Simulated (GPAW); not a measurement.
# I (I4/mmm) in GPAW: tuning MPI ranks

Aim: find the choice of MPI ranks that runs I fastest, at PBE. This setting moves, with any that are tied to it; all else stays.

Everything below comes from runs of GPAW 26.7.0. Logs are shortened: lines on timing, memory, paths and dates and some standing lists are left out, and cuts for length are marked. The log counts tension as positive stress, the text compression.

## (1) The crystal as given

The structure is tetragonal, space group I4/mmm (No. 139). The conventional cell has a = 3.235 Å, b = 3.235 Å, c = 8.530 Å, α = 90.00°, β = 90.00°, γ = 90.00°. Around I (site symmetry 4/mmm) lie 4 I at 3.23 Å.

## (2) With MPI ranks 1

File run.py:

```python
from ase.dft.bandgap import bandgap
from ase.io import read, write
from ase.units import GPa
from ase.parallel import parprint
from gpaw import GPAW, PW

atoms = read('POSCAR')

calc = GPAW(mode=PW(600),
            xc='PBE',
            kpts={'size': (11, 11, 11), 'gamma': True},
            occupations={'name': 'fermi-dirac', 'width': 0.05},
            nbands=10,
            convergence={'density': 1e-05, 'energy': 1e-05},
            maxiter=100,
            txt='gpaw.txt')
atoms.calc = calc
energy = atoms.get_potential_energy()
forces = atoms.get_forces()
stress = atoms.get_stress()
calc.write('gs.gpw')
write('result.traj', atoms)
parprint(f'Energy: {energy:.6f} eV')
parprint('Forces (eV/A):')
parprint(forces.round(4))
parprint('Stress (GPa):', (stress / GPa).round(3))
parprint('Fermi level:', round(calc.get_fermi_level(), 4), 'eV')
parprint(f'Gap: {bandgap(calc)[0]:.4f} eV, direct: {bandgap(calc, direct=True)[0]:.4f} eV')
```

File POSCAR:

```
I
1.0
   -1.6174560000      1.6174560000      4.2648080000
    1.6174560000     -1.6174560000      4.2648080000
    1.6174560000      1.6174560000     -4.2648080000
I
1
Direct
    0.0000000000      0.0000000000      0.0000000000
```

Potentials or basis: GPAW PAW data sets (gpaw-data 1.2.1), pw.

Started as:

```
> OMP_NUM_THREADS=1 mpirun -n 1 gpaw python run.py
```

gpaw.txt:

```text
__  _  _
 | _ |_)|_||  |
 |__||  | ||/\| - 26.7.0

Input parameters:
  mode=PW(ecut=600.0),
  convergence={'density': 1e-05, 'energy': 1e-05},
  kpts=MonkhorstPack(size=(11, 11, 11), gamma=True),
  maxiter=100,
  nbands=10,
  occupations=Occupations(name='fermi-dirac', width=0.05),
  xc=XC(name='PBE')

Diagonalizing LCAO Hamiltonian
Converting LCAO to pw mode

       I

Atoms  # Å, Bohr magnetons
|   | symbol |        x |        y |        z |    initial magnetic moments |
|---|--------|----------|----------|----------|-----------------------------|
| 0 |      I | 0.000000 | 0.000000 | 0.000000 | ( 0.0000,  0.0000,  0.0000) |

Unit cell  # Å
| periodic |         x |         y |         z |  lengths |     angles |
|----------|-----------|-----------|-----------|----------|------------|
|      yes | -1.617456 |  1.617456 |  4.264808 | 4.839516 | 140.949950 |
|      yes |  1.617456 | -1.617456 |  4.264808 | 4.839516 | 140.949950 |
|      yes |  1.617456 |  1.617456 | -4.264808 | 4.839516 |  56.413736 |

Number of symmetries: 16
Symmetry operations  # r_c * U_cc + t_c -> r_c
|    | kind |            matrix            |
|----|------|------------------------------|
|  0 |  σ   |  1, 1, 1,  0, 0,-1,  0,-1, 0 |
|  1 |  C4  |  1, 1, 1,  0, 0,-1, -1, 0, 0 |
|  2 |  E   |  1, 0, 0,  0, 1, 0,  0, 0, 1 |
|  3 |  σ   |  1, 0, 0,  0, 1, 0, -1,-1,-1 |
|  4 |  σ   |  0, 1, 0,  1, 0, 0,  0, 0, 1 |
|  5 |  C2  |  0, 1, 0,  1, 0, 0, -1,-1,-1 |
|  6 |  C2  |  0, 0, 1, -1,-1,-1,  1, 0, 0 |
|  7 |  S4  |  0, 0, 1, -1,-1,-1,  0, 1, 0 |
|  8 |  C4  |  0, 0,-1,  1, 1, 1,  0,-1, 0 |
|  9 |  σ   |  0, 0,-1,  1, 1, 1, -1, 0, 0 |
| 10 |  σ   |  0,-1, 0, -1, 0, 0,  1, 1, 1 |
| 11 |  C2  |  0,-1, 0, -1, 0, 0,  0, 0,-1 |
| 12 |  C2  | -1, 0, 0,  0,-1, 0,  1, 1, 1 |
| 13 |  i   | -1, 0, 0,  0,-1, 0,  0, 0,-1 |
| 14 |  S4  | -1,-1,-1,  0, 0, 1,  1, 0, 0 |
| 15 |  C2  | -1,-1,-1,  0, 0, 1,  0, 1, 0 |

BZ-sampling:
  Number of BZ points: 1331
  Number of IBZ points: 126

  Monkhorst-Pack size: [11, 11, 11]
  Monkhorst-Pack shift: [0, 0, 0]

K-points  # in reciprocal-cell coordinates
|     |                                coordinates |     weight |
|-----|--------------------------------------------|------------|
|   0 | (  0.00000000,   0.00000000,   0.00000000) | 0.00075131 |
|   1 | (  0.09090909,  -0.09090909,   0.00000000) | 0.00300526 |
|   2 | (  0.09090909,  -0.09090909,   0.09090909) | 0.00300526 |
|   3 | (  0.09090909,   0.00000000,   0.00000000) | 0.00601052 |
|   4 | (  0.09090909,   0.09090909,  -0.09090909) | 0.00150263 |
|   5 | (  0.18181818,  -0.18181818,   0.00000000) | 0.00300526 |
|   6 | (  0.18181818,  -0.18181818,   0.09090909) | 0.00601052 |
|   7 | (  0.18181818,  -0.18181818,   0.18181818) | 0.00300526 |
|   8 | (  0.18181818,  -0.09090909,   0.00000000) | 0.01202104 |
|   9 | (  0.18181818,  -0.09090909,   0.09090909) | 0.00601052 |
| ... |                                            |            |
| 125 | (  0.45454545,   0.45454545,   0.45454545) | 0.00601052 |

Plane wave coefficients: 1517
Cutoff: 600.0 eV

Spin-components: 1 (collinear spins)
Bands:           10
Projectors:      5
Spin-degeneracy: 2
Datatype:        complex128

Parallelization:
  kpt:    1
  domain: 1
  band:   1

Density:
  Valence electrons: 7.0
  Components: 1
  Grid points: [28 28 28]
  Charge: 0.0  # |e|

Potential:
  Grid points: [28 28 28]

species:
  I:
    name:    Iodine
    Z:       53.0
    valence: 7
    core:    46
    charge:  0.0  # [|e|]
    compensation charges:
      type: gauss
      rc: 0.37  # [Å]
      lmax: 2
    cutoffs:
      filter: 2.06  # [Å]
      core: 2.90  # [Å]
    projectors
    | kind |    occ | energy [eV] | rcut [Å] |
    |------|--------|-------------|----------|
    |   5s |  2.000 |     -17.382 |    1.164 |
    |   5p |  5.000 |      -7.088 |    1.164 |
    |    s |        |       9.829 |    1.164 |
    |    p |        |      20.123 |    1.164 |
    |    d |        |       0.000 |    1.164 |

    Using partial waves for I as LCAO basis

Reference energy: -193540.795666  # eV

eigensolver:
  PPCG
  Converge bands: occupied
  niter=2

density mixing:
  MSR1-Mixer
  Pratt-step length: 0.05
  Maximum mixing coefficient: 0.75
  Old densities: 10
  SVD Regularization: 0.005
  Good broyden scale: 1.0
  Trust region scale: 1.0
  Backstep threshold: 4.0
  History deletion threshold: 6.0
  Fourier metric: weight=20.0, sigma=0.015

occupation numbers:
  Fermi-Dirac:
    width: 0.0500  # eV

poisson solver:
  ecut: 4800.0  # eV

xc functional:
  name: PBE with 2 nearest neighbor stencil

convergence criteria:
- Maximum integral of absolute [dens]ity change: 1e-05 electrons / valence electron
- Maximum [total energy] change in last 3 cyles: 1e-05 eV / valence electron
- Maximum integral of absolute [eigenst]ate change: 4e-08 eV^2 / valence electron
maximum number of iterations: 100

SCF iterations
|iter     | |      energy | eigst |  dens |
|---------|-|-------------|-------|-------|
|iter:   1| |   -1.427013 | -0.91 |       |
|iter:   2| |   -1.423329 | -2.93 | -1.32 |
|iter:   3| |   -1.392613 | -2.72 | -1.35 |
|iter:   4| |   -1.391481 | -3.89 | -1.91 |
|iter:   5| |   -1.391507 | -4.99 | -2.45 |
|iter:   6| |   -1.391515c| -6.35 | -3.11 |
|iter:   7| |   -1.391516c| -7.89c| -4.09 |
|iter:   8| |   -1.391516c| -7.81c| -4.67 |
|iter:   9| |   -1.391516c| -9.07c| -5.83c|

Converged in 9 steps
Energy contributions relative to reference atoms: (reference = -193540.795666)

Energy contributions:
  Kinetic:           1.062617
  Coulomb:          -0.915043
  Zero:             -0.006717
  External:          0.000000
  Xc:               -1.529258
  Entropy:          -0.006229
  Spinorbit:         0.000000
  ----------------------------
  Free energy:      -1.394630
  Extrapolated:     -1.391516

dipole moment: (-7.939443, -7.939443, -20.934232)  # |e|*Ang

Fermi level: 2.608
Eigenvalues  # (at kpt = [0.000, 0.000, 0.000])
| band index |      eig [eV] | occ [0-2] |
|------------|---------------|-----------|
|          0 |       -11.164 |     2.000 |
|          1 |         0.274 |     2.000 |
|          2 |         3.394 |     0.000 |
|          3 |         3.394 |     0.000 |
|          4 |         6.802 |     0.000 |
|          5 |         9.995 |     0.000 |
|          6 |        10.612 |     0.000 |
|          7 |        15.293 |     0.000 |
|          8 |        15.294 |     0.000 |
|          9 |        15.385 |     0.000 |

No gap
No difference between direct/indirect transitions

Forces  # eV/Ang
|       x |       y |        z |
|---------|---------|----------|
| 0.00000 | 0.00000 | -0.00000 |  # I    0

Stress tensor  # eV/Ang^3
|         x |         y |         z |
|-----------|-----------|-----------|
| -0.001618 |  0.000000 | -0.000000 |
|  0.000000 | -0.001618 |  0.000000 |
| -0.000000 |  0.000000 | -0.000971 |

# Writing to gs.gpw (mode='')
```

stdout:

```text
<dir> UserWarning: The angles between your unit-cell vectors are 140.9, 140.9 and 56.4 degrees.  Results may be wrong!  Please Niggli-reduce your unit-cell so that the angles are closer to 90 degrees:

  from ase.build import niggli_reduce
  niggli_reduce(atoms)

  warnings.warn(
Energy: -1.391516 eV
Forces (eV/A):
[[ 0.  0. -0.]]
Stress (GPa): [-0.259 -0.259 -0.156  0.    -0.     0.   ]
Fermi level: 2.6082 eV
Gap: 0.0000 eV, direct: 0.0000 eV
```

Run time: 72 s. Hardware: 1 thread of Arm Neoverse N1, host not shared; peak memory 0.21 GiB.

What came out:

| Item | Value |
| --- | --- |
| Free energy | -1.3946 eV |
| Pressure | 0.2 GPa |
| Band gap on the k mesh | none (metal or under the smearing width) |

## (3) With MPI ranks 2

run.py is that of step 2.

POSCAR is that of step 2.

Potentials or basis: GPAW PAW data sets (gpaw-data 1.2.1), pw.

Started as:

```
> OMP_NUM_THREADS=1 mpirun -n 2 gpaw python run.py
```

Run time: 38 s. Hardware: 2 MPI ranks of Arm Neoverse N1, host not shared; peak memory 0.2 GiB.

The run converged. Its results:

- Free energy: -1.3946 eV
- Pressure: 0.2 GPa
- Band gap on the k mesh: none (metal or under the smearing width)

## (4) With MPI ranks 4

run.py is that of step 3.

POSCAR is that of step 3.

Started as:

```
> OMP_NUM_THREADS=1 mpirun -n 4 gpaw python run.py
```

Wall time 22 s (4 MPI ranks of Arm Neoverse N1, host not shared); peak memory 0.19 GiB.

The run converged. Its results:

- Free energy: -1.3946 eV
- Pressure: 0.2 GPa
- Band gap on the k mesh: none (metal or under the smearing width)

## (5) With MPI ranks 8

run.py is that of step 4.

POSCAR is that of step 4.

Started as:

```
> OMP_NUM_THREADS=1 mpirun -n 8 gpaw python run.py
```

Run time: 13 s. Hardware: 8 MPI ranks of Arm Neoverse N1, host not shared; peak memory 0.18 GiB.

It converged, with:

| Property | Result |
| --- | --- |
| Free energy | -1.3946 eV |
| Pressure | 0.2 GPa |
| Band gap on the k mesh | none (metal or under the smearing width) |

## (6) With MPI ranks 16

run.py is that of step 5.

POSCAR is that of step 5.

Potentials or basis: GPAW PAW data sets (gpaw-data 1.2.1), pw.

Started as:

```
> OMP_NUM_THREADS=1 mpirun -n 16 gpaw python run.py
```

Run time: 8.8 s. Hardware: 16 MPI ranks of Arm Neoverse N1, host not shared; peak memory 0.18 GiB.

The run converged. Its results:

```yaml
Free_energy: -1.3946 eV
Pressure: 0.2 GPa
Band_gap_on_the_k_mesh: none (metal or under the smearing width)
```

## (7) With MPI ranks 24

run.py is that of step 6.

POSCAR is that of step 6.

Started as:

```
> OMP_NUM_THREADS=1 mpirun -n 24 gpaw python run.py
```

Wall time 8.2 s (24 MPI ranks of Arm Neoverse N1, host not shared); peak memory 0.16 GiB.

It converged, with:

```yaml
Free_energy: -1.3946 eV
Pressure: 0.2 GPa
Band_gap_on_the_k_mesh: none (metal or under the smearing width)
```

## (8) With MPI ranks 32

run.py is that of step 7.

POSCAR is that of step 7.

Started as:

```
> OMP_NUM_THREADS=1 mpirun -n 32 gpaw python run.py
```

Wall time 6.9 s (32 MPI ranks of Arm Neoverse N1, host not shared); peak memory 0.18 GiB.

Results (log left out):

```
Free energy            : -1.3946 eV
Pressure               : 0.2 GPa
Band gap on the k mesh : none (metal or under the smearing width)
```

## (9) With MPI ranks 48

run.py is that of step 8.

POSCAR is that of step 8.

Potentials or basis: GPAW PAW data sets (gpaw-data 1.2.1), pw.

Started as:

```
> OMP_NUM_THREADS=1 mpirun -n 48 gpaw python run.py
```

Run time: 6.9 s. Hardware: 48 MPI ranks of Arm Neoverse N1, host not shared; peak memory 0.16 GiB.

The run converged. Its results:

```
Free energy            : -1.3946 eV
Pressure               : 0.2 GPa
Band gap on the k mesh : none (metal or under the smearing width)
```

## (10) Result

```tsv
MPI ranks	energy less the last converged row (meV/atom)	SCF cycles	wall time (s)
1	0.00	9	72
2	0.00	9	38
4	0.00	9	22
8	0.00	9	13
16	0.00	9	8.8
24	0.00	9	8.2
32	0.00	9	6.9
48	0.00	9	6.9
```

Fastest here: 48 (6.9 s), level within noise with 24, 32; slowest of those that converged: 1 (72 s). These are single runs, one after another on one machine, so differences under about a fifth mean little.

Caveats: an odd number of electrons without spin polarisation forces a metal; a magnetic or distorted state may lie lower; the program warned that so skewed a cell can give wrong results.
